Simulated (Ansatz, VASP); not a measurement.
## One calculation of Al3Ni2, two programs

```
Al Ni
1.0
     4.08686    0.00000    0.00000
    -2.04343    3.53932    0.00000
     0.00000    0.00000    4.95876
Al Ni
3 2
Direct
  0.00000 0.00000 0.00000
  0.33333 0.66667 0.64973
  0.66667 0.33333 0.35027
  0.33333 0.66667 0.14531
  0.66667 0.33333 0.85469
```

Change from the starting cell: equal strain along all axes, cell held, atoms relaxed: +2.0 %.

Alike in both runs: functional r2SCAN; k mesh 12 × 12 × 8; occupations gaussian, width 0.1 eV; no spin polarisation.

Ansatz relaxed the structure, and its values are those at the end. VASP's run is a single point on that final structure, the one shown.

|  | VASP | Ansatz |
| --- | --- | --- |
| version | VASP 6.6.1 | Ansatz 0.2.0 |
| potentials or method | VASP PAW PBE potentials, release 64 (Al, Ni) | scalar-relativistic, plane waves, PAW |
| plane-wave cutoff (eV) | 520 | 500 |
| valence electrons in the cell | 29 | 45 |

Ansatz gave:

- gap on the k mesh at the Fermi level (eV): none
- pressure (GPa): -7.6
- rms of the force components (eV/Å): 0.000

Q: Which values does VASP return?

A: gap on the k mesh at the Fermi level (eV): none; pressure (GPa): -7.8; rms of the force components (eV/Å): 0.007.

A gap of «none» marks a metal or a gap that the smearing closes. The two sets of potentials don't hold the same shells in valence. Ansatz warned: «stress_scf_threshold_loose».

Caveats: the PAW data sets were made with another functional, which shifts forces and pressure a little (VASP). Spin polarisation is off, so any magnetic state and its effect on volume and gap are missing.
